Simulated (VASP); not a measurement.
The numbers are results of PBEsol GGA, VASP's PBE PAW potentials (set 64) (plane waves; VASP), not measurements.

A VASP calculation is set up with these files.

### POSCAR
```
CsI
1
    4.5164468370     0.0000000000     0.0000000000
    0.0000000000     4.5164468370    -0.0000000000
    0.0000000000     0.0000000000     4.5164468370
Cs I
1 1
Direct
  0.0000000000   0.0000000000   0.0000000000
  0.5000000000   0.5000000000   0.5000000000
```

### INCAR
```
# general
SYSTEM =CsI
PREC   =Accurate
ENCUT  =400   # plane-wave cut-off (eV)
LREAL  =F
LASPH  =T   # aspherical one-centre terms

# electronic loop
EDIFF  =1E-6   # SCF stop (eV)
NELM   =100   # most electronic steps
ALGO   =Normal
LMAXMIX=4   # l cut-off of mixed one-centre charges

# smearing
ISMEAR =0
SIGMA  =0.05   # width (eV)

# functional
GGA    =PS

# ions
IBRION =2
NSW    =60   # most ionic steps
ISIF   =3   # ions, shape and volume
EDIFFG =-0.01

# output
LWAVE  =F
LCHARG =F
```

File KPOINTS:
```
Automatic mesh
0
Gamma
5 5 5
0 0 0
```

POTCAR, in this order: Cs_sv I (PBE.64 set). Program: vasp_std.

What VASP printed:

**OUTCAR**
```
 ion  position               nearest neighbor table
   1  0.000  0.000  0.000-
   2  0.500  0.500  0.500-
  LATTYP: Found a simple cubic cell.
 ALAT       =     4.5164468370
 Subroutine PRICEL returns:
 Original cell was already a primitive cell.
 Subroutine GETGRP returns: Found 48 space group operations
The static configuration has the point symmetry O_h .
The dynamic configuration has the point symmetry O_h .
 Subroutine INISYM returns: Found 48 space group operations
 Subroutine IBZKPT returns following result:
 Found     10 irreducible k-points:

 Following reciprocal coordinates:
            Coordinates               Weight
  0.000000  0.000000  0.000000      1.000000
  0.200000  0.000000  0.000000      6.000000
  0.400000  0.000000  0.000000      6.000000
  0.200000  0.200000  0.000000     12.000000
  0.400000  0.200000  0.000000     24.000000
  0.400000  0.400000  0.000000     12.000000
  0.200000  0.200000  0.200000      8.000000
  0.400000  0.200000  0.200000     24.000000
  0.400000  0.400000  0.200000     24.000000
  0.400000  0.400000  0.400000      8.000000
   k-points           NKPTS =     10   k-points in BZ     NKDIM =     10   number of bands    NBANDS=     12
   number of dos      NEDOS =    301   number of ions     NIONS =      2
   total plane-waves  NPLWV =  27000
   dimension x,y,z NGX =    30 NGY =   30 NGZ =   30
   dimension x,y,z NGXF=    60 NGYF=   60 NGZF=   60
   ions per type =               1   1
   PREC   = accura    normal or accurate (medium, high low for compatibility)
   ISTART =      0    job   : 0-new  1-cont  2-samecut
   ICHARG =      2    charge: 1-file 2-atom 10-const
   ISPIN  =      1    spin polarized calculation?
   LNONCOLLINEAR =      F non collinear calculations
   LSORBIT =      F    spin-orbit coupling
   INIWAV =      1    electr: 0-lowe 1-rand  2-diag
   ENCUT  =  400.0 eV  29.40 Ry    5.42 a.u.   7.37  7.37  7.37*2*pi/ulx,y,z
...
```

**OSZICAR**
```
       N       E                     dE             d eps       ncg     rms          rms(c)
DAV:   1     0.858044544618E+02    0.85804E+02   -0.55244E+03   240   0.914E+02
DAV:   2     0.938472597089E+00   -0.84866E+02   -0.79672E+02   372   0.156E+02
DAV:   3    -0.581011866865E+01   -0.67486E+01   -0.67285E+01   296   0.511E+01
DAV:   4    -0.590437037648E+01   -0.94252E-01   -0.94241E-01   284   0.745E+00
DAV:   5    -0.590547781162E+01   -0.11074E-02   -0.11072E-02   304   0.851E-01    0.141E+00
DAV:   6    -0.579633503948E+01    0.10914E+00   -0.14562E-01   260   0.186E+00    0.102E+00
DAV:   7    -0.577227797494E+01    0.24057E-01   -0.11423E-01   276   0.168E+00    0.489E-01
DAV:   8    -0.577414695886E+01   -0.18690E-02   -0.76584E-03   248   0.563E-01    0.840E-02
DAV:   9    -0.577437914785E+01   -0.23219E-03   -0.55643E-04   288   0.162E-01    0.594E-02
DAV:  10    -0.577444718098E+01   -0.68033E-04   -0.11033E-04   280   0.643E-02    0.122E-02
DAV:  11    -0.577444662950E+01    0.55148E-06   -0.30824E-05   280   0.292E-02    0.421E-03
DAV:  12    -0.577444681074E+01   -0.18124E-06   -0.27920E-06   276   0.110E-02
   1 F= -.57744468E+01 E0= -.57744468E+01  d E =-.577445E+01
```

**OUTCAR**
```
------------------------ aborting loop because EDIFF is reached ----------------------------------------
  FORCE on cell =-STRESS in cart. coord.  units (eV):
  Direction    XX          YY          ZZ          XY          YZ          ZX
  --------------------------------------------------------------------------------------
  Total       -0.0188762     -0.0188762     -0.0188762      0.0000000      0.0000000      0.0000000
  in kB       -0.3282719     -0.3282719     -0.3282719      0.0000000      0.0000000      0.0000000
  external PRESSURE =      -0.3282719 kB  Pullay stress =       0.0000000 kB
  volume of cell :       92.13
      direct lattice vectors                 reciprocal lattice vectors
     4.516446837  0.000000000  0.000000000     0.221412990  0.000000000  0.000000000
     0.000000000  4.516446837  0.000000000     0.000000000  0.221412990  0.000000000
     0.000000000  0.000000000  4.516446837     0.000000000  0.000000000  0.221412990
 POSITION                                       TOTAL-FORCE (eV/Angst)
 -----------------------------------------------------------------------------------
      0.00000      0.00000      0.00000         0.000000      0.000000      0.000000
      2.25822      2.25822      2.25822         0.000000      0.000000      0.000000
 -----------------------------------------------------------------------------------
    total drift:                                0.000000     -0.000000     -0.000000
  FREE ENERGIE OF THE ION-ELECTRON SYSTEM (eV)
  ---------------------------------------------------
  free  energy   TOTEN  =        -5.7744468107 eV

  energy  without entropy=       -5.7744468107  energy(sigma->0) =       -5.77444681

 reached required accuracy - stopping structural energy minimisation
```
(Selected blocks of OUTCAR.)

The compound is CsI in the CsCl type structure. It was relaxed first. The start is the result of an earlier pass.
